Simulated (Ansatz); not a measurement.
# CdTe: stiffness from a series of strains

```
CELL_PARAMETERS angstrom
3.06529 -3.09461 0.00000
3.06529 3.09461 0.00000
0.00000 0.00000 6.09065
ATOMIC_POSITIONS crystal
Cd 0.27703 0.72297 0.75000
Cd 0.72297 0.27703 0.25000
Te 0.76614 0.23386 0.75000
Te 0.23386 0.76614 0.25000
```

Atom numbers follow the list: Cd1, Cd2, Te3, Te4.

Structure from Materials Project entry mp-1066480 (possibly hypothetical), not relaxed further.

No spin–orbit coupling, which matters for the heavy atoms here.

Theory: Ansatz 0.2.0, DFT, PBEsol, all-electron LAPW, scalar-relativistic.

The runs use a Γ-centred 9×9×6 k mesh, Fermi–Dirac smearing of 0.05 eV, basis error target 1 meV/atom, no spin polarisation.

The strain is applied along the Cartesian axes of the cell as listed (the other components stay zero). Fractional coordinates are held (clamped ions).

σ is the change of stress from the unstrained cell, which is at -3.21 GPa; tension is positive, so slopes are stress–strain coefficients at that pressure. In a metal the k mesh adds noise.

Only quantities that a quadratic follows smoothly over the whole series are listed; rougher ones are left out.

```tsv
εxx = εyy	σzz (GPa)	σxx (GPa)
-0.0300	-1.78	-3.54
-0.0100	-0.56	-1.00
0.0000	0.00	0.00
0.0100	0.52	0.86
0.0200	1.00	1.58
0.0300	1.44	2.17
```

(1) Fit the series and read off the stiffness at zero strain.

(2) One run, at εxx = εyy = -0.0200, is withheld. Predict its row.

## Answers

(1) Least-squares fits y = p0 + p1 x + p2 x² to the rows give σzz (GPa): p1 = 53.7, p2 = -190; σxx (GPa): p1 = 94.8, p2 = -770. So C13 + C23 = 54 GPa and C11 + C12 = 95 GPa, for these axes.

(2) The fits give -1.15, -2.20; the run gave -1.16, -2.18.
